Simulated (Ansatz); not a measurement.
## Symmetry broken, then relaxed in CoSi$_{2}$

Level of theory: DFT PBE, scalar-relativistic, plane waves, PAW in Ansatz. The runs took a 420 eV cutoff, a Γ-centred 12×12×12 mesh and Gaussian smearing (0.15 eV). No spin polarisation. A magnetic state may lie lower. Energies are free energies at this smearing, counted from the undisturbed cell; pressure is positive in compression.

Zero of the scan (relaxed at this level):

```yaml
crystal:
  lattice:
    - [0.00000, 2.67994, 2.67994]
    - [2.67994, 0.00000, 2.67994]
    - [2.67994, 2.67994, 0.00000]
  atoms:
    - { symbol: Co, position: [0.00000, 0.00000, 0.00000] }
    - { symbol: Si, position: [0.25000, 0.25000, 0.25000] }
    - { symbol: Si, position: [0.75000, 0.75000, 0.75000] }
```

The atoms are displaced (Å, in the unstrained cell):

```tsv
atom	ux	uy	uz
Co1	0.098	-0.018	-0.001
Si2	-0.074	-0.002	0.025
Si3	-0.024	0.020	-0.024
```

The atoms are then relaxed in that fixed cell.

Task: Does the relaxation return to the undisturbed structure?

Result: Yes (up to a choice of domain or origin): same space group and volume, and an energy 0.0 meV/atom from it. The disturbance itself cost 49.8 meV/atom. The final space group reads Fm-3m (tolerance 0.05 Å) and the volume changes by 0.00 %.

Final structure:

```
Co Si
1.0
     0.00000    2.67994    2.67994
     2.67994    0.00000    2.67994
     2.67994    2.67994    0.00000
Co Si
1 2
Direct
  0.99985 0.00015 0.00001
  0.25021 0.25004 0.24986
  0.74994 0.74981 0.75013
```

The relaxation, step by step (energy from the first step):

```tsv
step	ΔE (meV/atom)	largest force component (eV/Å)	pressure (GPa)
1	0.0	1.739	n/a
2	-26.5	1.196	n/a
3	-49.8	0.008	n/a
4	-49.8	0.008	n/a
```

Cost: 3 runs of about 3.7 core-minutes in all, on Intel Xeon Platinum 8488C (Sapphire Rapids) (shared hosts).